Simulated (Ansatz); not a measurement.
**Mn3Si under changes of volume**

One of the cells (11.709 Å³/atom); the others are scaled copies at fixed shape and fractional positions:

```
Mn Si
1.0
     0.00000    2.86100    2.86100
     2.86100    0.00000    2.86100
     2.86100    2.86100    0.00000
Mn Si
3 1
Direct
  0.75000 0.75000 0.75000
  0.25000 0.25000 0.25000
  0.50000 0.50000 0.50000
  0.00000 0.00000 0.00000
```

```yaml
Program: Ansatz 0.2.0
Functional: LDA
Potentials_or_basis: all-electron LAPW, scalar-relativistic
Cutoff: 282 eV (chosen from the basis error)
Basis_error_allowed: 0.002 eV/atom
k_mesh: 8 × 8 × 8
Occupations: fermi-dirac, width 0.05 eV
Spin: collinear spin, ferromagnetic start
Starting_moments: "[4.0, 4.0, 4.0, 0.0] μB"
```

| volume (Å³/atom) | energy over the lowest point (meV/atom) | pressure (GPa) | moment (μB per cell) |
| --- | --- | --- | --- |
| 11.007 | 0.00 | -13.6 | 1.19 |
| 11.241 | 22.18 | -17.1 | 1.11 |
| 11.475 | 49.24 | -20.4 | 1.06 |
| 11.709 | ? | ? | ? |
| 11.943 | 116.32 | -25.9 | 1.03 |
| 12.177 | 155.57 | -28.2 | 1.02 |
| 12.412 | 198.07 | -30.2 | 1.01 |

Question: What does the run at 11.709 Å³/atom give?

Answer: Energy over the lowest point 80.78 meV/atom; pressure -23.3 GPa; moment 1.04 μB per cell.

Worked out: A Birch-Murnaghan fit of order 3 (a polynomial in V^(-2/3)) to the other rows has no minimum within the range. It gives 80.80 meV/atom at 11.709 Å³/atom, against the run's 80.78, and -dE/dV = -23.0 GPa, against -23.3. A parabola through the other rows of the moment, of slope -0.115 μB per Å³/atom there, gives 1.04 μB, against the run's 1.04.

Energies are extrapolated to zero smearing.

Caveats: the starting moments weren't kept.
